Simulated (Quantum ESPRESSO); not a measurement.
A calculation with Quantum ESPRESSO 7.5 of Pt (ASE script, structure from a CIF):

run.py

```python
import numpy as np
from ase.calculators.espresso import Espresso, EspressoProfile
import spglib
from ase import Atoms
from ase.io import read

atoms = read('Pt.cif')
cell, pos, num = spglib.standardize_cell((atoms.cell[:], atoms.get_scaled_positions(), atoms.numbers), to_primitive=True, symprec=1e-4)
atoms = Atoms(numbers=num, cell=cell, scaled_positions=pos, pbc=True)

input_data = {
    'control': {'calculation': 'scf', 'prefix': 'pwscf', 'outdir': './tmp', 'tprnfor': True, 'tstress': True, 'disk_io': 'nowf'},
    'system': {'ecutwfc': 45.0, 'ecutrho': 360.0, 'nbnd': 14, 'occupations': 'smearing', 'smearing': 'fd', 'degauss': 0.00367493},
    'electrons': {'conv_thr': 2e-10, 'electron_maxstep': 120, 'mixing_beta': 0.5},
}
pseudopotentials = {'Pt': 'pt_pbesol_v1.4.uspp.F.UPF'}
profile = EspressoProfile(command='mpirun -n 2 pw.x -nk 2', pseudo_dir='pseudo')
dft = Espresso(profile=profile, input_data=input_data, pseudopotentials=pseudopotentials, kpts=(12, 12, 12), koffset=(0, 0, 0))
atoms.calc = dft

print(f'energy {atoms.get_potential_energy():.8f} eV')
print('forces (eV/A)')
print(np.round(atoms.get_forces(), 6))
print('stress (eV/A^3, Voigt)')
print(np.round(atoms.get_stress(), 8))
print(f'Fermi level {dft.get_fermi_level():.4f} eV')
```

Contents of Pt.cif:

```cif
data_Pt
_cell_length_a 3.16844000
_cell_length_b 3.16844000
_cell_length_c 3.16844000
_cell_angle_alpha 90.00000000
_cell_angle_beta 90.00000000
_cell_angle_gamma 90.00000000
_space_group_name_H-M_alt 'Im-3m'
_space_group_name_Hall '-I 4 2 3'
_space_group_IT_number 229
loop_
_space_group_symop_operation_xyz
'x,y,z'
'-x,-y,-z'
'-y,x,z'
'y,-x,-z'
'-x,-y,z'
'x,y,-z'
'y,-x,z'
'-y,x,-z'
'x,-y,-z'
'-x,y,z'
'-y,-x,-z'
'y,x,z'
'-x,y,-z'
'x,-y,z'
'y,x,-z'
'-y,-x,z'
'z,x,y'
'-z,-x,-y'
'z,-y,x'
'-z,y,-x'
'z,-x,-y'
'-z,x,y'
'z,y,-x'
'-z,-y,x'
'-z,x,-y'
'z,-x,y'
'-z,-y,-x'
'z,y,x'
'-z,-x,y'
'z,x,-y'
'-z,y,x'
'z,-y,-x'
'y,z,x'
'-y,-z,-x'
'x,z,-y'
'-x,-z,y'
'-y,z,-x'
'y,-z,x'
'-x,z,y'
'x,-z,-y'
'-y,-z,x'
'y,z,-x'
'-x,-z,-y'
'x,z,y'
'y,-z,-x'
'-y,z,x'
'x,-z,y'
'-x,z,-y'
'x+1/2,y+1/2,z+1/2'
'-x+1/2,-y+1/2,-z+1/2'
'-y+1/2,x+1/2,z+1/2'
'y+1/2,-x+1/2,-z+1/2'
'-x+1/2,-y+1/2,z+1/2'
'x+1/2,y+1/2,-z+1/2'
'y+1/2,-x+1/2,z+1/2'
'-y+1/2,x+1/2,-z+1/2'
'x+1/2,-y+1/2,-z+1/2'
'-x+1/2,y+1/2,z+1/2'
'-y+1/2,-x+1/2,-z+1/2'
'y+1/2,x+1/2,z+1/2'
'-x+1/2,y+1/2,-z+1/2'
'x+1/2,-y+1/2,z+1/2'
'y+1/2,x+1/2,-z+1/2'
'-y+1/2,-x+1/2,z+1/2'
'z+1/2,x+1/2,y+1/2'
'-z+1/2,-x+1/2,-y+1/2'
'z+1/2,-y+1/2,x+1/2'
'-z+1/2,y+1/2,-x+1/2'
'z+1/2,-x+1/2,-y+1/2'
'-z+1/2,x+1/2,y+1/2'
'z+1/2,y+1/2,-x+1/2'
'-z+1/2,-y+1/2,x+1/2'
'-z+1/2,x+1/2,-y+1/2'
'z+1/2,-x+1/2,y+1/2'
'-z+1/2,-y+1/2,-x+1/2'
'z+1/2,y+1/2,x+1/2'
'-z+1/2,-x+1/2,y+1/2'
'z+1/2,x+1/2,-y+1/2'
'-z+1/2,y+1/2,x+1/2'
'z+1/2,-y+1/2,-x+1/2'
'y+1/2,z+1/2,x+1/2'
'-y+1/2,-z+1/2,-x+1/2'
'x+1/2,z+1/2,-y+1/2'
'-x+1/2,-z+1/2,y+1/2'
'-y+1/2,z+1/2,-x+1/2'
'y+1/2,-z+1/2,x+1/2'
'-x+1/2,z+1/2,y+1/2'
'x+1/2,-z+1/2,-y+1/2'
'-y+1/2,-z+1/2,x+1/2'
'y+1/2,z+1/2,-x+1/2'
'-x+1/2,-z+1/2,-y+1/2'
'x+1/2,z+1/2,y+1/2'
'y+1/2,-z+1/2,-x+1/2'
'-y+1/2,z+1/2,x+1/2'
'x+1/2,-z+1/2,y+1/2'
'-x+1/2,z+1/2,-y+1/2'
loop_
_atom_site_label
_atom_site_type_symbol
_atom_site_symmetry_multiplicity
_atom_site_Wyckoff_symbol
_atom_site_fract_x
_atom_site_fract_y
_atom_site_fract_z
_atom_site_occupancy
Pt1 Pt 2 a 0.0000000000 0.0000000000 0.0000000000 1
```

Potentials or basis: GBRV 1.5 PBEsol.

Run with:

```console
$ OMP_NUM_THREADS=1 python run.py
```

This isn't the form of Pt at room conditions, which is fcc.

Task: Write the same calculation in another form: native input, structure typed inline.

Result: As run:

File pw.in:

```
&CONTROL
  calculation = 'scf'
  prefix = 'pwscf'
  outdir = './tmp'
  pseudo_dir = './pseudo'
  tprnfor = .true.
  tstress = .true.
  disk_io = 'low'
/
&SYSTEM
  ibrav = 0
  nat = 1
  ntyp = 1
  ecutwfc = 45
  ecutrho = 360
  nbnd = 14
  occupations = 'smearing'
  smearing = 'fd'
  degauss = 0.00367493
/
&ELECTRONS
  conv_thr = 2d-10
  electron_maxstep = 120
  mixing_beta = 0.5
/
ATOMIC_SPECIES
Pt   195.0840 pt_pbesol_v1.4.uspp.F.UPF
CELL_PARAMETERS angstrom
  -1.5842200000    1.5842200000    1.5842200000
   1.5842200000   -1.5842200000    1.5842200000
   1.5842200000    1.5842200000   -1.5842200000
ATOMIC_POSITIONS crystal
Pt     0.0000000000    0.0000000000    0.0000000000
K_POINTS automatic
12 12 12 0 0 0
```

The input pp_density.in:

```
&INPUTPP
  prefix = 'pwscf'
  outdir = './tmp'
  filplot = 'density.dat'
  plot_num = 0
/
&PLOT
  nfile = 1
  filepp(1) = 'density.dat'
  iflag = 3
  output_format = 6
  fileout = 'density.cube'
/
```

Contents of pp_potential.in:

```
&INPUTPP
  prefix = 'pwscf'
  outdir = './tmp'
  filplot = 'potential.dat'
  plot_num = 11
/
&PLOT
  nfile = 1
  filepp(1) = 'potential.dat'
  iflag = 3
  output_format = 6
  fileout = 'potential.cube'
/
```

Potentials or basis: GBRV 1.5 PBEsol.

Command:

```sh
$ OMP_NUM_THREADS=1 mpirun -n 2 pw.x -nk 2 -in pw.in > pw.out
$ OMP_NUM_THREADS=1 mpirun -n 1 pp.x -in pp_density.in > pp_density.out
$ OMP_NUM_THREADS=1 mpirun -n 1 pp.x -in pp_potential.in > pp_potential.out
```

Both were run:

|  | ASE script, structure from a CIF | native input, structure typed inline |
| --- | --- | --- |
| Pressure | -12.3 GPa | -12.3 GPa |
| Band gap on the k mesh | none (metal or under the smearing width) | none (metal or under the smearing width) |

Keys that steer only the numerical path or the files written may differ.
